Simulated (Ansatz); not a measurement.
# Trial structure types under relaxation

Theory: DFT r2SCAN, scalar-relativistic, plane waves, PAW in Ansatz. All cells share a 500 eV cutoff and Γ-centred k meshes spaced at most 0.3 Å⁻¹ (0.19 for metals, 2π included).

Each formula is placed on the named type at a guessed volume, then cell and atoms relax at zero pressure without lowering the symmetry. Keeping the type says nothing about stability against other structures or lower symmetry. Neighbours of unlike kind (in an element, all neighbours) are counted within 25 % of the shortest distance of their pair. The atoms listed around a site end at a clear gap in distance instead, so their number can differ.

(1) Nb3P on the Li3N type (P6/mmm, No. 191), with P for N, Nb for Li: does the type hold?

(2) Does Nb keep the simple hexagonal type (P6/mmm, No. 191)?

(3) Does Nb keep the samarium (9R) type (R-3m, No. 166)?

(4) Nb on the indium (bct) type (I4/mmm, No. 139): does the type hold?

Results:

(1) Yes: a = 4.493 Å, c = 4.676 Å. Nb on Wyckoff site b (1 atom of the primitive cell) is coordinated by 2 P at 2.34 Å; Nb on Wyckoff site c (2 atoms of the primitive cell) is coordinated by 3 P at 2.59 Å and 3 Nb at 2.59 Å; P is coordinated by 2 Nb at 2.34 Å and 6 Nb at 2.59 Å.

(2) Yes: a = 2.860 Å, c = 2.716 Å. Nb is coordinated by 8 Nb at 2.72–2.86 Å.

(3) Yes: a = 2.857 Å, c = 23.640 Å. Nb on Wyckoff site a (1 atom of the primitive cell) has 6 Nb at 2.86 Å and 6 Nb at 3.10 Å; Nb on Wyckoff site c (2 atoms of the primitive cell) has 6 Nb at 2.86 Å and 6 Nb at 3.10 Å.

(4) Yes: a = 2.733 Å, c = 4.916 Å. Nb is coordinated by 4 Nb at 2.73 Å and 8 Nb at 3.13 Å.